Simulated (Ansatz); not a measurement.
The system is SnSe.

```
CELL_PARAMETERS angstrom
0.00000 3.01000 3.01000
3.01000 0.00000 3.01000
3.01000 3.01000 0.00000
ATOMIC_POSITIONS crystal
Sn 0.00000 0.00000 0.00000
Se 0.50000 0.50000 0.50000
```

Measurements of this composition are mostly on another form, of space group No. 62.

Program: Ansatz 0.2.0. Alike in all runs: cell as given.

Problem. Order these runs on this cell by their pressure, lowest first.
A. level LDA; potentials or basis all-electron LAPW, relativistic spinors; spin SOC, no magnetisation; k mesh 6 × 6 × 6; cutoff (eV) 190; smearing fermi-dirac 0.05 eV; basis error allowed 0.001 eV/atom; mesh quality not flagged
B. level RPBE; potentials or basis all-electron LAPW, scalar-relativistic; spin off; k mesh 8 × 8 × 8; cutoff (eV) 190; smearing fermi-dirac 0.05 eV; basis error allowed 0.001 eV/atom; mesh quality not flagged
C. level PBE; potentials or basis all-electron LAPW, scalar-relativistic; spin off; k mesh 3 × 3 × 3; cutoff (eV) 158; smearing fermi-dirac 0.04 eV; basis error allowed 0.004 eV/atom; mesh quality coarse
D. level PBE; potentials or basis all-electron LAPW, scalar-relativistic; spin off; k mesh 8 × 8 × 8; cutoff (eV) 190; smearing gaussian 0.024 eV; basis error allowed 0.001 eV/atom; mesh quality not flagged

Solution. A (-3.7 GPa), C (-0.6 GPa), D (0.9 GPa), B (2.6 GPa).

Caveats: some runs use coarse meshes.
